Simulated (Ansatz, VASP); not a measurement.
# TaN: VASP beside Ansatz

```
Ta N
1.0
     0.00000    2.17900    2.17900
     2.17900    0.00000    2.17900
     2.17900    2.17900    0.00000
Ta N
1 1
Direct
  0.50000 0.50000 0.50000
  0.00000 0.00000 0.00000
```

Alike in both runs: task single point; functional LDA; k mesh 18 × 18 × 18; occupations gaussian, width 0.15 eV; no spin polarisation.

|  | VASP | Ansatz |
| --- | --- | --- |
| version | VASP 6.6.1 | Ansatz 0.2.0 |
| potentials or method | VASP PAW LDA potentials, release 64 (Ta_pv, N) | scalar-relativistic, plane waves, PAW |
| plane-wave cutoff (eV) | 520 | 420 |
| valence electrons in the cell | 16 | 18 |

```tsv
	VASP	Ansatz	Ansatz less VASP
gap on the k mesh at the Fermi level (eV)	none	none	-
pressure (GPa)	-0.5	-2.5	-2.00
```

A gap of «none» marks a metal or a gap that the smearing closes. The two sets of potentials don't hold the same shells in valence.

Spin-orbit coupling is left out, which matters for the levels of Ta.
